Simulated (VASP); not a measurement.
Calculation: PBE GGA, VASP's PBE PAW potentials (set 64) (plane waves; VASP).

VASP ran on this input.

**KPOINTS**
```
Automatic mesh
0
Gamma
4 4 4
0 0 0
```

### POSCAR
```
AlSb
1
    0.0000000000     3.1103990000     3.1103990000
    3.1103990000     0.0000000000     3.1103990000
    3.1103990000     3.1103990000     0.0000000000
Al Sb
1 1
Direct
  0.0000000000   0.0000000000   0.0000000000
  0.2500000000   0.2500000000   0.2500000000
```

INCAR:
```
LREAL = .FALSE.
PREC = Normal
SIGMA = 0.01   ! width (eV)
GGA = PE
NELM = 1   ! most electronic steps
ENCUT = 350   ! plane-wave cut-off (eV)
ALGO = Exact
LCHARG = .FALSE.
LOPTICS = .TRUE.
ISMEAR = 0
EDIFF = 1E-8
LASPH = .TRUE.
SYSTEM = AlSb
LWAVE = .TRUE.
NBANDS = 934
```

POTCAR, in this order: Al_GW Sb_d_GW (PBE.64 set). Program: vasp_std. Read from the step before: WAVECAR.

Output

File OSZICAR:
```
       N       E                     dE             d eps       ncg     rms          rms(c)
DIA:   1    -0.812120648795E+01   -0.81212E+01    0.00000E+00     0   0.000E+00
   1 F= -.81212065E+01 E0= -.81212065E+01  d E =0.000000E+00
 imaginary and real dielectric function
```

OUTCAR:
```


 plasma frequency squared (from intraband transitions) (eV^2)
  --------------------------------------------------------------------------------------
       0.000       0.000       0.000
       0.000       0.000       0.000
       0.000       0.000       0.000

 plasma frequency squared (from interband transitions, int dw w eps(2)(w)) (eV^2)
  --------------------------------------------------------------------------------------
     545.387       0.000      -0.000      -0.000       0.000       0.000
      -0.000       0.000     545.387       0.000      -0.000      -0.000
       0.000      -0.000      -0.000       0.000     545.387       0.000
```
(Selected blocks of OUTCAR.)

### OUTCAR
```
 val. band max:        3.1345969924   @ k =   0.0000   0.0000   0.0000

 cond. band min:       4.3636764020   @ k =   0.5000   0.0000   0.0000



 k-point     1 :       0.0000    0.0000    0.0000
  band No.  band energies     occupation
      1     -24.9625      2.00000
      2     -24.9625      2.00000
      3     -24.9625      2.00000
      4     -24.9441      2.00000
      5     -24.9441      2.00000
      6      -7.3686      2.00000
      7       3.1346      2.00000
      8       3.1346      2.00000
      9       3.1346      2.00000
     10       4.4175      0.00000
     11       6.2090      0.00000
     12       6.2090      0.00000
     13       6.2090      0.00000
     14       9.5824      0.00000
     15      10.8508      0.00000
     16      10.8508      0.00000
     17      12.5366      0.00000
     18      12.5366      0.00000
     19      12.5366      0.00000
     20      15.5751      0.00000
     21      23.1121      0.00000
     22      23.1121      0.00000
     23      23.1121      0.00000
     24      23.5821      0.00000
     25      23.5821      0.00000
     26      23.5821      0.00000
     27      24.9724      0.00000
     28      24.9724      0.00000
     29      25.3262      0.00000
     30      25.3262      0.00000
     31      25.3262      0.00000
     32      31.2571      0.00000
     33      31.4647      0.00000
     34      31.4647      0.00000
     35      31.4647      0.00000
     36      32.9731      0.00000
     37      34.7276      0.00000
     38      34.7276      0.00000
     39      35.2623      0.00000
     40      35.2623      0.00000
     41      35.2624      0.00000
     42      35.7154      0.00000
     43      35.7156      0.00000
     44      35.7156      0.00000
     45      37.7731      0.00000
     46      37.7731      0.00000
     47      37.7731      0.00000
     48      37.9932      0.00000
     49      37.9932      0.00000
     50      37.9932      0.00000
     51      38.3442      0.00000
     52      38.3442      0.00000
...
```

The density is held fixed in this step, so its total energy and stress have no physical meaning. Unless said otherwise, spin-orbit coupling is left out, though it shifts the bands of the heavy elements here.

The compound is AlSb in the zinc blende structure. This cell is one point of a volume scan, at 1.04 of the reference volume. The k-mesh is coarse (spacing up to 0.44 per Å, 2π included), so the numbers may not be converged in it.
